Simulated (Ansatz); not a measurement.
# W: uniaxial strain along a

An exercise on one series of results from a longer session: the logs are not shown, and one member is left open.

Computed with Ansatz 0.2.0 (DFT r2SCAN, scalar-relativistic, plane waves, PAW, unless a step's input says otherwise).

2 further runs of the same task are left out: 2 set aside as unsound or not needed.

### The structure to begin with

It takes space group Im-3m (No. 229, cubic). Conventional cell: a = 3.168 Å, b = 3.168 Å, c = 3.168 Å, α = 90.00°, β = 90.00°, γ = 90.00°. W (site symmetry m-3m) is surrounded by 8 W at 2.74 Å.

Coordinates:

```xyz
2
Lattice="3.1684 0.0000 0.0000 0.0000 3.1684 0.0000 0.0000 0.0000 3.1684" Properties=species:S:1:pos:R:3 pbc="T T T"
W     0.0000    0.0000    0.0000
W     1.5842    1.5842    1.5842
```

It goes back to an entry of the Materials Project.

The unstrained cell comes from an earlier run at this level (2 atoms, E(σ→0) -20794.5930 eV, gap none (metal)).

The first run:

The input, input.yaml:

```yaml
crystal:
  lattice:
    - [3.1367170597, 0.0, 0.0]
    - [0.0, 3.1763220731, 0.0]
    - [0.0, 0.0, 3.1763220731]
  atoms:
    - { symbol: W, position: [0.0, 0.0, 0.0] }
    - { symbol: W, position: [0.5, 0.5, 0.5] }
basis:
  ecutwfc: 500
kpoints:
  mp_grid: { grid: [16, 16, 16] }
hamiltonian:
  xc: r2scan
scf:
  occupations: { method: gaussian, width: 0.1 }
output:
  forces: true
  stress: true
  eigenvalues: true
relax:
  adjacent_minimum: "off"
  f_tol: 0.008
  max_steps: 40
  cell: { stress_tol: 0.015, fix: [a, angles] }
```

Command:

```
> ansatz run input.yaml --threads 1 --pin off --max-ram 2560MiB --backend cpu --events-out ev --progress --plain --runs-dir out
```

Steps of the session up to this table: At -1.0 %; Strain +1.0 %; At -2.0 %; At +2.0 %; At -3.0 %; Strain +3.0 %.

One table of the session follows, with a row left open; its other results are not shown here.

Lengths are those of the vectors of the cell that was run; stresses in GPa:

| strain (%) | ΔE (meV/atom) | a (Å) | b (Å) | c (Å) |
| --- | --- | --- | --- | --- |
| -3.0 | 19.2 | 3.073 | 3.196 | 3.196 |
| -2.0 | 7.9 | 3.105 | 3.187 | 3.187 |
| -1.0 | 1.9 | 3.137 | 3.179 | 3.179 |
| +0.0 | 0.0 | 3.168 | 3.168 | 3.168 |
| +1.0 | 1.7 | 3.200 | 3.160 | 3.160 |
| +2.0 | ? | ? | ? | ? |
| +3.0 | 16.3 | 3.263 | 3.143 | 3.143 |

**Question.** Estimate the row for strain (%) = +2.0.

Worked estimate for «ΔE (meV/atom)». A straight line through the neighbours (1.0, 1.7) and (3.0, 16.3) gives 1.7 + (16.3 − 1.7) × (2.0 − 1.0) / (3.0 − 1.0) = 9.0; a parabola fitted to 3 rows on both sides gives 7.1.

As computed: ΔE (meV/atom): 7.0; a (Å): 3.232; b (Å): 3.151; c (Å): 3.151. In «ΔE (meV/atom)» the line misses by +2.0 and the parabola by +0.1.

ΔE is over the unstrained cell. Stress in GPa, positive in compression, on the Cartesian axes of the input. 
